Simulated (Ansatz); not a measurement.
Take SrF2 in the fluorite structure (space group Fm-3m, No. 225; a = 5.758 Å) as the base.

The values are results of PBEsol in Ansatz (plane waves to 420 eV, PAW, without spin-orbit coupling), not measurements.

Base values:

| Property | Result |
|---|---|
| Volume per atom | 15.91 Å³ |
| Valley order | Γ 6.90 eV; X along ⟨100⟩ 8.14 eV |

Perturbation: cell and atoms relaxed at a pressure of 1.5 GPa.

Question: What happens to the volume per atom and valley order?

Answer: The volume per atom shrinks by 0.31 Å³ (15.91 Å³ → 15.60 Å³); the valley order (the lowest conduction-band minima on the path, energy above the VBM, named in the base's zone) becomes Γ 7.01 eV; X along ⟨100⟩ 8.19 eV (base: Γ 6.90 eV; X along ⟨100⟩ 8.14 eV).

The levels and masses belong to the bands next to the band gap. Load acts through the strain it causes; cell and atoms are relaxed under it. Stability against distortions was not tested.

Ansatz is an electronic-structure program.
